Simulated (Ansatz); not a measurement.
InSe in Ansatz: the effect of functional

Crystal: InSe.

```
In Se
1.0
     4.04733    0.00000    0.00000
    -2.02366    3.50509    0.00000
     0.00000    0.00000   18.05206
In Se
4 4
Cartesian
  0.0000 2.3367 1.3971
  0.0000 2.3367 16.6550
  0.0000 0.0000 7.6289
  0.0000 0.0000 10.4231
  0.0000 2.3367 6.3721
  0.0000 2.3367 11.6800
  2.0237 1.1684 2.6537
  2.0237 1.1684 15.3984
```

Measurements of this composition are mostly on another form, of space group No. 160.

Alike in all runs:

```yaml
Program: Ansatz 0.2.0
Task: band structure
Potentials_or_basis: Ansatz PAW
Cutoff: "420 eV (not typed: the program's choice for these potentials)"
k_mesh: 6 × 6 × 2
Occupations: fermi-dirac, width 0.05 eV
Spin: no spin polarisation
```

```tsv
functional	gap on the mesh (eV)	pressure (GPa)	largest force (eV/Å)
LDA	?	?	?
PBEsol	0.64	-0.8	0.06
RPBE	0.87	3.0	0.34
revPBE	0.84	2.6	0.31
BLYP	0.65	3.9	0.44
```

Task: What does the run with functional LDA give?

Result: gap on the mesh 0.50 eV; pressure -2.3 GPa; largest force 0.15 eV/Å.

Caveats: spin-orbit coupling is left out, which moves the levels of the heavy elements; the PAW data sets come from PBE, with cores solved anew for the run's functional, which leaves a small shift of forces and pressure; this functional lacks dispersion, which binds the layers, so the pressure and a relaxed spacing across them are unreliable (some runs).

Runs at the PBE level aren't shown here.
